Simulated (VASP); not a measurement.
# AlN (db) (P6_3mc) in VASP: single point with PBE

Aim: the single point of AlN (db) with PBE.

All numbers are computed with VASP 6.6.1; they aren't measurements. Logs are shortened: lines on timing, memory, paths and dates and some standing lists are left out, and cuts for length are marked.

## (1) The cell of the first run

It takes space group P6_3mc (No. 186, hexagonal). The conventional cell has a = 3.113 Å, b = 3.113 Å, c = 4.981 Å, α = 90.00°, β = 90.00°, γ = 120.00°. Al (site symmetry 3m) is surrounded by 4 N at 1.89 to 1.90 Å. N (site symmetry 3m) has 4 Al at 1.89 to 1.90 Å as nearest neighbours.

## (2) Single point, PBE (the database cell kept)

INCAR

```
SYSTEM = AlN
  PREC = Accurate
  ENCUT = 520
  EDIFF = 1E-7
  ISMEAR = 0
  SIGMA = 0.02
  LREAL = .False.
  LASPH = .True.
  NELM = 100
  ALGO = Normal
  ISIF = 2
  LWAVE = .False.
  LCHARG = .True.
  GGA = PE
  LELF = .True.
  LVHAR = .True.
  NBANDS = 16
```

KPOINTS

```
Automatic mesh
0
Gamma
  9 9 6
  0 0 0
```

POSCAR

```
AlN
1.0
    3.1130000000      0.0000000000      0.0000000000
   -1.5565000000      2.6959370820      0.0000000000
    0.0000000000      0.0000000000      4.9810000000
Al N
2 2
Direct
    0.3333333333      0.6666666667     -0.0010038872
    0.6666666667      0.3333333333      0.4989961128
    0.3333333333      0.6666666667      0.3810038872
    0.6666666667      0.3333333333      0.8810038872
```

Potentials or basis: VASP PAW PBE potentials, release 64 (Al, N).

On the command line:

```bash
$ cat potpaw_PBE.64/Al/POTCAR potpaw_PBE.64/N/POTCAR > POTCAR
$ mpirun -np 1 vasp_std > vasp.out
```

OUTCAR:

```text
SYSTEM = AlN
   PREC = Accurate
   ENCUT = 520
   EDIFF = 1E-7
   ISMEAR = 0
   LREAL = .False.
   LASPH = .True.
   NELM = 100
   ISIF = 2
   GGA = PE

 ion  position               nearest neighbor table
   1  0.333  0.667  0.999-   4 1.89   4 1.89   4 1.89   3 1.90   2 3.07   2 3.07   2 3.07   2 3.07
                             2 3.07   2 3.07
   2  0.667  0.333  0.499-   3 1.89   3 1.89   3 1.89   4 1.90   1 3.07   1 3.07   1 3.07   1 3.07
                             1 3.07   1 3.07
   3  0.333  0.667  0.381-   2 1.89   2 1.89   2 1.89   1 1.90
   4  0.667  0.333  0.881-   1 1.89   1 1.89   1 1.89   2 1.90

  LATTYP: Found a hexagonal cell.
 ALAT       =     3.1130000000
 C/A-ratio  =     1.6000642467

  Lattice vectors:

 A1 = (   3.1130000000,   0.0000000000,   0.0000000000)
 A2 = (  -1.5565000000,   2.6959370820,   0.0000000000)
 A3 = (   0.0000000000,   0.0000000000,   4.9810000000)

Analysis of symmetry for initial positions (statically):
=====================================================================
 Subroutine PRICEL returns:
 Original cell was already a primitive cell.

 Routine SETGRP: Setting up the symmetry group for a
 hexagonal supercell.

 Subroutine GETGRP returns: Found 12 space group operations
 (whereof  6 operations were pure point group operations)
 out of a pool of 24 trial point group operations.

The static configuration has the point symmetry C_3v.
 The point group associated with its full space group is C_6v.

Analysis of symmetry for dynamics (positions and initial velocities):
=====================================================================
 Subroutine PRICEL returns:
 Original cell was already a primitive cell.

 Routine SETGRP: Setting up the symmetry group for a
 hexagonal supercell.

 Subroutine GETGRP returns: Found 12 space group operations
 (whereof  6 operations were pure point group operations)
 out of a pool of 24 trial point group operations.

The dynamic configuration has the point symmetry C_3v.
 The point group associated with its full space group is C_6v.

 Subroutine INISYM returns: Found 12 space group operations
 (whereof  6 operations are pure point group operations),
 and found     1 'primitive' translations

----------------------------------------------------------------------------------------

                                     Primitive cell

  volume of cell :      41.8028

  direct lattice vectors                    reciprocal lattice vectors
     3.113000000  0.000000000  0.000000000     0.321233537  0.185464269  0.000000000
    -1.556500000  2.695937082  0.000000000     0.000000000  0.370928538  0.000000000
[... 90 lines left out ...]
   LREAL  =      F    real-space projection
   EDIFFG = 0.1E-05   stopping-criterion for IOM
   NSW    =      0    number of steps for IOM
   IBRION =     -1    ionic relax: 0-MD 1-quasi-New 2-CG
   NFREE  =      0    steps in history (QN), initial steepest desc. (CG)
   ISIF   =      2    stress and relaxation
   ISYM   =      2    0-nonsym 1-usesym 2-fastsym
   POTIM  = 0.5000    time-step for ionic-motion
   TEBEG  =    0.0;   TEEND  =   0.0 temperature during run
   PSTRESS=    0.0 pullay stress
   NELECT =      16.0000    total number of electrons
   NUPDOWN=      -1.0000    fix difference up-down
   EMIN   =  10.00;   EMAX   =-10.00  energy-range for DOS
   EFERMI =   0.00;   METHOD = LEGACY
   ISMEAR =     0;   SIGMA  =   0.02  broadening in eV -4-tet -1-fermi 0-gaus
   EFERMI_NEDOS =   21; number of points for ismear=-14 and -15
   IALGO  =     38    algorithm
   IMIX   =      4    mixing-type and parameters
     AMIX     =   0.40;   BMIX     =  1.00
     AMIX_MAG =   1.60;   BMIX_MAG =  1.00
  volume/ion in A,a.u.               =      10.45        70.52
  Fermi-wavevector in a.u.,A,eV,Ry     =   1.188629  2.246183 19.222843  1.412839
  Thomas-Fermi vector in A             =   2.324754
   LORBIT       =      0    0 simple, 1 ext, 2 COOP (PROOUT), +10 PAW based schemes
   GGA     = PE    functional components
   LHFCALC =     F    Hartree Fock is set to
   AEXX    =    0.0000 exact exchange contribution
   IVDW    =     0    specifies the selected vdW correction
   LEPSILON=     F    determine dielectric tensor
   LRPA    =     F    only Hartree local field effects (RPA)
 non-spin polarized calculation
 Gauss-broadening in eV      SIGMA  =   0.02
  energy-cutoff  :      520.00
  volume of cell :       41.80
 maximum number of plane-waves:      1152
 NGX is ok and might be reduce to    24
   NGX = 11   NGY = 11   NGZ = 19

 number of electron      15.9999997 magnetization

 Free energy of the ion-electron system (eV)
  ---------------------------------------------------
  ext. energy  EPLUGINS =         0.00000000
  ---------------------------------------------------
  free energy    TOTEN  =       -29.77252595 eV

  energy without entropy =      -29.77252595  energy(sigma->0) =      -29.77252595

 E-fermi :   6.3234     XC(G=0): -10.9069

 val. band max:        6.1539118561   @ k =   0.0000   0.0000   0.0000
 cond. band min:      10.3472597066   @ k =   0.0000   0.0000   0.0000
 fundamental gap:      4.1933478505
 Fermi energy:         6.3234136833

 k-point     1 :       0.0000    0.0000    0.0000
  band No.  band energies     occupation
      1      -9.0374      2.00000
      2      -6.8905      2.00000
      3       0.1601      2.00000
      4       5.2762      2.00000
      5       5.2762      2.00000
      6       5.9284      2.00000
[... 433 lines left out ...]
      3       1.4448      2.00000
      4       1.9721      2.00000
      5       1.9721      2.00000
      6       3.4567      2.00000
[... 8 lines left out ...]
     15      19.1993      0.00000
     16      21.2150      0.00000

 [... further k-points ...]
[... 5 lines left out ...]
  --------------------------------------------------------------------------------------
  -------------------------------------------------------------------------------------
  Total        0.8689698      0.8689698      0.9353389      0.0000000      0.0000000      0.0000000
  in kB       33.3050332     33.3050332     35.8487622      0.0000000      0.0000000      0.0000000
  external PRESSURE =      34.1529428 kB  Pullay stress =       0.0000000 kB

 VOLUME and BASIS-vectors are now :
 -----------------------------------------------------------------------------
  energy-cutoff  :      520.00
  volume of cell :       41.80
      direct lattice vectors                 reciprocal lattice vectors
     3.113000000  0.000000000  0.000000000     0.321233537  0.185464269  0.000000000
    -1.556500000  2.695937082  0.000000000     0.000000000  0.370928538  0.000000000
     0.000000000  0.000000000  4.981000000     0.000000000  0.000000000  0.200762899

 POSITION                                       TOTAL-FORCE (eV/Angst)
 -----------------------------------------------------------------------------------
     -0.00000      1.79729      4.97600         0.000000     -0.000000      0.000818
      1.55650      0.89865      2.48550        -0.000000      0.000000      0.000818
     -0.00000      1.79729      1.89778        -0.000000      0.000000     -0.000818
      1.55650      0.89865      4.38828         0.000000     -0.000000     -0.000818
 -----------------------------------------------------------------------------------
    total drift:                               -0.000000      0.000000      0.000427

  FREE ENERGIE OF THE ION-ELECTRON SYSTEM (eV)
  ---------------------------------------------------
  free  energy   TOTEN  =       -29.7725259471 eV

  energy  without entropy=      -29.7725259471  energy(sigma->0) =      -29.77252595
```

OSZICAR:

```text
N       E                     dE             d eps       ncg     rms          rms(c)
DAV:   1     0.426910521097E+02    0.42691E+02   -0.72279E+03  1536   0.888E+02
DAV:   2    -0.309645657907E+02   -0.73656E+02   -0.66920E+02  2200   0.188E+02
DAV:   3    -0.344955626367E+02   -0.35310E+01   -0.35209E+01  1888   0.428E+01
DAV:   4    -0.345171008607E+02   -0.21538E-01   -0.21537E-01  1944   0.376E+00
DAV:   5    -0.345173853909E+02   -0.28453E-03   -0.28453E-03  1936   0.436E-01    0.122E+01
DAV:   6    -0.297601620513E+02    0.47572E+01   -0.10662E+01  1832   0.237E+01    0.416E+00
DAV:   7    -0.297842828981E+02   -0.24121E-01   -0.67978E-01  1672   0.580E+00    0.295E+00
DAV:   8    -0.297770635728E+02    0.72193E-02   -0.60647E-02  1656   0.226E+00    0.596E-01
DAV:   9    -0.297719741693E+02    0.50894E-02   -0.12335E-02  2048   0.820E-01    0.247E-01
DAV:  10    -0.297726073294E+02   -0.63316E-03   -0.23463E-03  1640   0.302E-01    0.133E-01
DAV:  11    -0.297725229811E+02    0.84348E-04   -0.18186E-04  1760   0.103E-01    0.331E-02
DAV:  12    -0.297725261327E+02   -0.31515E-05   -0.11992E-05  1720   0.276E-02    0.729E-03
DAV:  13    -0.297725259490E+02    0.18364E-06   -0.43846E-06  1816   0.161E-02    0.555E-03
DAV:  14    -0.297725259471E+02    0.19481E-08   -0.33976E-07  1776   0.495E-03
   1 F= -.29772526E+02 E0= -.29772526E+02  d E =-.148482E-35
```

Wall time 36 s (1 thread of AMD EPYC 7R13 (Zen 3), shared host); peak memory 0.14 GiB.

Results:

- Free energy: -29.7725 eV
- Pressure: 3.4 GPa
- Band gap on the k mesh: 4.19 eV, direct

Levels at points of the mesh, in eV from the valence-band top:
```csv
k point,band 5,band 6,band 7,band 8,band 9,band 10,band 11,band 12
"(0.00, 0.00, 0.00)",-0.88,-0.23,-0.23,0.00,4.19,6.64,10.61,11.13
"(0.00, 0.00, 0.50)",-0.56,-0.56,-0.56,-0.56,6.45,6.45,10.31,10.31
```

Caveat: an odd mesh through Γ misses points on the zone boundary, where band edges often lie.
